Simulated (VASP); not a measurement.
Crystal: BAs.

```
As B
1.0
     0.00000    2.38850    2.38850
     2.38850    0.00000    2.38850
     2.38850    2.38850    0.00000
As B
1 1
Cartesian
  3.5827 3.5827 3.5827
  0.0000 0.0000 0.0000
```

Base run:

```yaml
Program: VASP 6.6.1
Functional: r2SCAN
Potentials_or_basis: VASP PAW PBE potentials, release 64 (As, B)
Cutoff: 520 eV
k_mesh: 10 × 10 × 10
Occupations: fermi-dirac, width 0.05 eV
Spin: no spin polarisation
```

Its results: band gap on the k mesh 1.37 eV, indirect (least direct gap 3.45 eV); pressure 0.9 GPa.

Problem. The run is repeated on the same cell with these changes: functional from r2SCAN to revTPSS. What comes out?

Solution. Band gap on the k mesh 1.07 eV, indirect (least direct gap 3.32 eV); pressure 0.8 GPa.

Caveats: the PAW data sets were made with another functional, which shifts forces and pressure a little.
